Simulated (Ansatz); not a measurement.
input.yaml for KF (Ansatz 0.2.0)

```yaml
crystal:
  lattice:
    - [0.0, 2.654413405, 2.654413405]
    - [2.654413405, 0.0, 2.654413405]
    - [2.654413405, 2.654413405, 0.0]
  atoms:
    - { symbol: K, position: [0.541, 0.648, 0.146] }
    - { symbol: F, position: [1.041, 1.148, 0.646] }
basis:
  ecutwfc: 420
kpoints:
  mp_grid: { grid: [8, 8, 8] }
hamiltonian:
  xc: pbe
  hubbard: { sites: [{ species: F, l: p, u_eff: 4.8 }], projectors: atomic }
scf:
  occupations: { method: gaussian, width: 0.1 }
  mixing: { beta: 0.88 }
  initial_density: { chi_scale: 0, normalization: atom }
  max_iter: 40
output:
  forces: true
  stress: true
  eigenvalues: true
  dos: { projected: true }
```

Command:

```bash
ansatz run input.yaml --threads 1 --pin off --max-ram 2048MiB --backend cpu --events-out ev --progress --plain --runs-dir out
```

Output, shortened (HF is the Harris–Foulkes energy, dr2 the density residual in eV):

```text
Pseudopotential: K, paw, valence charge 9, recommended cutoff 420 eV (normal)
Pseudopotential: F, paw, valence charge 7, recommended cutoff 420 eV (normal)
Crystal: 2 atoms, lattice volume = 37.406 Å³
Basis set: ecut = 420 eV, 725 PW (Γ), exchange–correlation on 54×54×54 points (8 copies of the dense FFT grid, shifted against one another)
Bands: 12, of which v1, the nominal top of the filled ones, is band 8 counted from 1 (7 counted from 0)
Symmetry: 48 space group operations
Space group: Fm-3m (ITA 225), of the structure as read, at distance tolerance 3.3e-5 Å
k-points: 29 of 512
Initial density: superposition of atomic densities
SCF iter   1: HF=-2349.630265 eV  Δρ=1.02e-1  dr2=4.19e0
SCF iter   2: HF=-2351.544160 eV  Δρ=2.16e-1  dr2=1.14e1  recentre
SCF iter   3: HF=-2348.594763 eV  Δρ=2.47e-2  dr2=3.10e-1
SCF iter   4: HF=-2348.558669 eV  Δρ=6.15e-3  dr2=1.57e-2
SCF iter   5: HF=-2348.554472 eV  Δρ=1.30e-3  dr2=7.42e-4
SCF iter   6: HF=-2348.554240 eV  Δρ=9.39e-5  dr2=3.45e-6
SCF iter   7: HF=-2348.554240 eV  Δρ=3.04e-5  dr2=2.45e-7
SCF iter   8: F=-2348.554240 eV  HF=-2348.554240 eV  Δρ=5.23e-6  dr2=7.51e-9
SCF 1 converged in 8 iterations: F = -2348.554240 eV  dr2 = 7.51e-9
SCF converged after 8 iterations
Free energy (F): -2348.554240 eV
E sigma→0 (E₀):  -2348.554240 eV
Fermi energy:    3.838632 eV
--- Forces (eV/Å), atoms counted from 1 ---
  atom   1  K     -0.00000000    -0.00000000     0.00000000
  atom   2  F      0.00000000     0.00000000     0.00000000
--- Stress (GPa, compression-positive) ---
        2.007010      -0.000000      -0.000000
       -0.000000       2.007010       0.000000
       -0.000000       0.000000       2.007010
  P = ⅓ Tr σ = 2.0070 GPa (20.070 kbar)
```

The run took 2.8 s on 1 thread of Arm Neoverse N1, with other jobs on the host, peak memory 0.3 GiB.

Settings here are deliberately varied, not converged. Under a U the state reached may not be the lowest.